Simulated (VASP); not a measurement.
# CdS (F-43m) in VASP: band structure with HSE06

Aim: the band structure of CdS with HSE06.

All numbers are computed with VASP 6.6.1; they aren't measurements. Logs are shortened: lines on timing, memory, paths and dates and some standing lists are left out, and cuts for length are marked.

**1. The structure**

It takes space group F-43m (No. 216, cubic). The conventional cell has a = 5.938 Å, b = 5.938 Å, c = 5.938 Å, α = 90.00°, β = 90.00°, γ = 90.00°. Cd (site symmetry -43m) is surrounded by 4 S at 2.57 Å. S (site symmetry -43m) is surrounded by 4 Cd at 2.57 Å.

**2. Band structure, HSE06**

The input, POSCAR:

```
CdS                                     
1.0
    0.0000000000      2.9687775098      2.9687775098
    2.9687775098     -0.0000000000      2.9687775098
    2.9687775098      2.9687775098     -0.0000000000
  Cd              S             
     1     1
Direct
     0.0000000000000000    1.0000000000000000    0.0000000000000000
     0.2500000000000000    0.2500000000000000    0.2500000000000000
```

The input, INCAR.step1:

```
SYSTEM = CdS
  PREC = Accurate
  ENCUT = 520
  EDIFF = 1E-5
  ISMEAR = 0
  SIGMA = 0.02
  LREAL = .FALSE.
  LASPH = .TRUE.
  NELM = 100
  ALGO = Normal
  ISIF = 2
  LWAVE = .TRUE.
  LCHARG = .FALSE.
  NBANDS = 16
  KPAR = 4
  GGA = PE
```

The input, INCAR.step2:

```
SYSTEM = CdS
  PREC = Accurate
  ENCUT = 520
  EDIFF = 1E-7
  ISMEAR = 0
  SIGMA = 0.02
  LREAL = .FALSE.
  LASPH = .TRUE.
  NELM = 100
  ALGO = Normal
  ISIF = 2
  LWAVE = .FALSE.
  LCHARG = .FALSE.
  GGA = PE
  LHFCALC = .TRUE.
  HFSCREEN = 0.2
  PRECFOCK = Fast
  NBANDS = 16
  KPAR = 4
  ISTART = 1
```

The input, KPOINTS:

```
Automatic mesh
0
G
  6 6 6
  0 0 0
```

The input, KPOINTS_OPT:

```
path GXWKGLUWLK,UX
10
line-mode
reciprocal
 0.0000000000  0.0000000000  0.0000000000  G
 0.5000000000  0.0000000000  0.5000000000  X

 0.5000000000  0.0000000000  0.5000000000  X
 0.5000000000  0.2500000000  0.7500000000  W

 0.5000000000  0.2500000000  0.7500000000  W
 0.3750000000  0.3750000000  0.7500000000  K

 0.3750000000  0.3750000000  0.7500000000  K
 0.0000000000  0.0000000000  0.0000000000  G

 0.0000000000  0.0000000000  0.0000000000  G
 0.5000000000  0.5000000000  0.5000000000  L

 0.5000000000  0.5000000000  0.5000000000  L
 0.6250000000  0.2500000000  0.6250000000  U

 0.6250000000  0.2500000000  0.6250000000  U
 0.5000000000  0.2500000000  0.7500000000  W

 0.5000000000  0.2500000000  0.7500000000  W
 0.5000000000  0.5000000000  0.5000000000  L

 0.5000000000  0.5000000000  0.5000000000  L
 0.3750000000  0.3750000000  0.7500000000  K

 0.6250000000  0.2500000000  0.6250000000  U
 0.5000000000  0.0000000000  0.5000000000  X
```

Potentials or basis: VASP PAW PBE potentials, release 64 (Cd, S).

On the command line:

```console
$ cat potpaw_PBE.64/Cd/POTCAR potpaw_PBE.64/S/POTCAR > POTCAR
$ cp INCAR.step1 INCAR
$ mpirun -np 4 vasp_std > vasp.out
$ cp INCAR.step2 INCAR
$ mpirun -np 4 vasp_std > vasp.out
```

OUTCAR:

```text
SYSTEM = CdS
   PREC = Accurate
   ENCUT = 520
   EDIFF = 1E-7
   ISMEAR = 0
   LREAL = .FALSE.
   LASPH = .TRUE.
   NELM = 100
   ISIF = 2
   GGA = PE
   LHFCALC = .TRUE.
   HFSCREEN = 0.2
   PRECFOCK = Fast
   ISTART = 1

 ion  position               nearest neighbor table
   1  0.000  0.000  0.000-   2 2.57   2 2.57   2 2.57   2 2.57
   2  0.250  0.250  0.250-   1 2.57   1 2.57   1 2.57   1 2.57

  LATTYP: Found a face centered cubic cell.
 ALAT       =     5.9375550196

  Lattice vectors:

 A1 = (   0.0000000000,   2.9687775098,   2.9687775098)
 A2 = (   2.9687775098,   0.0000000000,   2.9687775098)
 A3 = (   2.9687775098,   2.9687775098,   0.0000000000)

Analysis of symmetry for initial positions (statically):
=====================================================================
 Subroutine PRICEL returns:
 Original cell was already a primitive cell.

 Routine SETGRP: Setting up the symmetry group for a
 face centered cubic supercell.

 Subroutine GETGRP returns: Found 24 space group operations
 (whereof 24 operations were pure point group operations)
 out of a pool of 48 trial point group operations.

The static configuration has the point symmetry T_d .

Analysis of symmetry for dynamics (positions and initial velocities):
=====================================================================
 Subroutine PRICEL returns:
 Original cell was already a primitive cell.

 Routine SETGRP: Setting up the symmetry group for a
 face centered cubic supercell.

 Subroutine GETGRP returns: Found 24 space group operations
 (whereof 24 operations were pure point group operations)
 out of a pool of 48 trial point group operations.

The dynamic configuration has the point symmetry T_d .

 Subroutine INISYM returns: Found 24 space group operations
 (whereof 24 operations are pure point group operations),
 and found     1 'primitive' translations

----------------------------------------------------------------------------------------

                                     Primitive cell

  volume of cell :      52.3315

  direct lattice vectors                    reciprocal lattice vectors
     0.000000000  2.968777510  2.968777510    -0.168419492  0.168419492  0.168419492
     2.968777510  0.000000000  2.968777510     0.168419492 -0.168419492  0.168419492
[... 81 lines left out ...]
   NFREE  =      0    steps in history (QN), initial steepest desc. (CG)
   ISIF   =      2    stress and relaxation
   ISYM   =      3    0-nonsym 1-usesym 2-fastsym
   POTIM  = 0.5000    time-step for ionic-motion
   TEBEG  =    0.0;   TEEND  =   0.0 temperature during run
   PSTRESS=    0.0 pullay stress
   NELECT =      18.0000    total number of electrons
   NUPDOWN=      -1.0000    fix difference up-down
   EMIN   =  10.00;   EMAX   =-10.00  energy-range for DOS
   EFERMI =   0.00;   METHOD = LEGACY
   ISMEAR =     0;   SIGMA  =   0.02  broadening in eV -4-tet -1-fermi 0-gaus
   EFERMI_NEDOS =   21; number of points for ismear=-14 and -15
   IALGO  =     38    algorithm
   IMIX   =      1    mixing-type and parameters
     AMIX     =   0.40;   BMIX     =  1.00
     AMIX_MAG =   1.60;   BMIX_MAG =  1.00
  volume/ion in A,a.u.               =      26.17       176.58
  Fermi-wavevector in a.u.,A,eV,Ry     =   1.147039  2.167589 17.901151  1.315697
  Thomas-Fermi vector in A             =   2.283720
   LORBIT       =      0    0 simple, 1 ext, 2 COOP (PROOUT), +10 PAW based schemes
   GGA     = PE    functional components
   LHFCALC =     T    Hartree Fock is set to
   PRECFOCK=fast      Normal, Fast or Accurate (Low or Medium for compatibility)
   ENCUT4O =  -1.0   cutoff for four orbital integrals eV
   NKREDX  =     1    reduce k-point grid by
   NKREDY  =     1    reduce k-point grid by
   NKREDZ  =     1    reduce k-point grid by
   AEXX    =    0.2500 exact exchange contribution
   HFSCREEN=    0.2000 screening length (either q_TF or 0.3 A-1)
   HFSCREENC=   0.2000 screening length for correlation (either q_TF or 0.3 A-1)
   ENCUTFOCK=  -1.0 apply spherical cutoff to Coloumb kernel
   IVDW    =     0    specifies the selected vdW correction
   LEPSILON=     F    determine dielectric tensor
   LRPA    =     F    only Hartree local field effects (RPA)
 non-spin polarized calculation
 Gauss-broadening in eV      SIGMA  =   0.02
  energy-cutoff  :      520.00
  volume of cell :       52.33
 maximum number of plane-waves:      1420
  NGX = 18; NGY = 18; NGZ = 18

 number of electron      18.0000000 magnetization

 Free energy of the ion-electron system (eV)
  ---------------------------------------------------
  ext. energy  EPLUGINS =         0.00000000
  ---------------------------------------------------
  free energy    TOTEN  =        -7.63724330 eV

  energy without entropy =       -7.63724330  energy(sigma->0) =       -7.63724330

 E-fermi :   0.3226     XC(G=0):  -7.3853

 val. band max:        0.2214325782   @ k =   0.0000   0.0000   0.0000
 cond. band min:       2.2721233620   @ k =   0.0000   0.0000   0.0000
 fundamental gap:      2.0506907838
 Fermi energy:         0.3226055419

 k-point     1 :       0.0000    0.0000    0.0000
  band No.  band energies     occupation
      1     -13.0170      2.00000
      2      -8.4794      2.00000
      3      -8.4794      2.00000
      4      -8.4794      2.00000
      5      -8.0653      2.00000
      6      -8.0653      2.00000
[... 281 lines left out ...]
      3      -8.2514      2.00000
      4      -8.1335      2.00000
      5      -8.0305      2.00000
      6      -7.5020      2.00000
[... 8 lines left out ...]
     15      14.7066      0.00000
     16      14.7675      0.00000

------------------------ aborting loop because EDIFF is reached ----------------------------------------

  FORCE on cell =-STRESS in cart. coord.  units (eV):
  Direction    XX          YY          ZZ          XY          YZ          ZX
  --------------------------------------------------------------------------------------
  -------------------------------------------------------------------------------------
  Total       -0.3970302     -0.3970302     -0.3970302     -0.0000000     -0.0000000      0.0000000
  in kB      -12.1554535    -12.1554535    -12.1554535     -0.0000000     -0.0000000      0.0000000
  external PRESSURE =     -12.1554535 kB  Pullay stress =       0.0000000 kB

 VOLUME and BASIS-vectors are now :
 -----------------------------------------------------------------------------
  energy-cutoff  :      520.00
  volume of cell :       52.33
      direct lattice vectors                 reciprocal lattice vectors
     0.000000000  2.968777510  2.968777510    -0.168419492  0.168419492  0.168419492
     2.968777510  0.000000000  2.968777510     0.168419492 -0.168419492  0.168419492
     2.968777510  2.968777510  0.000000000     0.168419492  0.168419492 -0.168419492

 POSITION                                       TOTAL-FORCE (eV/Angst)
 -----------------------------------------------------------------------------------
      0.00000      0.00000      0.00000        -0.000000     -0.000000     -0.000000
      1.48439      1.48439      1.48439         0.000000      0.000000      0.000000
 -----------------------------------------------------------------------------------
    total drift:                                0.000024      0.000024      0.000016

  FREE ENERGIE OF THE ION-ELECTRON SYSTEM (eV)
  ---------------------------------------------------
  free  energy   TOTEN  =        -7.6372432986 eV

  energy  without entropy=       -7.6372432986  energy(sigma->0) =       -7.63724330
```

It took 34 min on 4 MPI ranks of Intel Xeon Platinum 8488C (Sapphire Rapids), shared host; peak memory 0.37 GiB.

What came out:

* Free energy: -7.6372 eV
* Pressure: -1.2 GPa
* Band gap on the k mesh: 2.05 eV, direct
* Band gap along the path: 2.05 eV, direct

Levels at the corners of the path, in eV from the valence-band top:
```csv
point,band 5,band 6,band 7,band 8,band 9,band 10,band 11,band 12,band 13,band 14
Γ,-8.29,-8.29,0.00,0.00,0.00,2.05,7.72,7.72,7.72,12.46
X,-8.22,-7.84,-3.98,-1.83,-1.83,4.54,5.41,10.31,11.96,11.96
X,-8.22,-7.84,-3.98,-1.83,-1.83,4.54,5.41,10.31,11.96,11.96
W,-8.28,-7.69,-3.86,-2.19,-2.16,6.43,6.55,8.34,9.12,12.28
W,-8.28,-7.69,-3.86,-2.19,-2.16,6.43,6.55,8.34,9.12,12.28
K,-8.25,-7.73,-3.90,-2.48,-1.49,5.26,6.53,9.55,10.26,10.68
K,-8.25,-7.73,-3.90,-2.48,-1.49,5.26,6.53,9.55,10.26,10.68
Γ,-8.29,-8.29,0.00,0.00,0.00,2.05,7.72,7.72,7.72,12.46
Γ,-8.29,-8.29,0.00,0.00,0.00,2.05,7.72,7.72,7.72,12.46
L,-8.26,-7.92,-4.36,-0.73,-0.73,4.03,8.16,8.16,8.52,12.14
L,-8.26,-7.92,-4.36,-0.73,-0.73,4.03,8.16,8.16,8.52,12.14
U,-8.25,-7.73,-3.90,-2.48,-1.49,5.26,6.53,9.55,10.26,10.68
U,-8.25,-7.73,-3.90,-2.48,-1.49,5.26,6.53,9.55,10.26,10.68
W,-8.28,-7.69,-3.86,-2.19,-2.16,6.43,6.55,8.34,9.12,12.28
W,-8.28,-7.69,-3.86,-2.19,-2.16,6.43,6.55,8.34,9.12,12.28
L,-8.26,-7.92,-4.36,-0.73,-0.73,4.03,8.16,8.16,8.52,12.14
L,-8.26,-7.92,-4.36,-0.73,-0.73,4.03,8.16,8.16,8.52,12.14
K,-8.25,-7.73,-3.90,-2.48,-1.49,5.26,6.53,9.55,10.26,10.68
U,-8.25,-7.73,-3.90,-2.48,-1.49,5.26,6.53,9.55,10.26,10.68
X,-8.22,-7.84,-3.98,-1.83,-1.83,4.54,5.41,10.31,11.96,11.96
```

Caveat: the PAW data sets were made with another functional, which shifts forces and pressure a little.
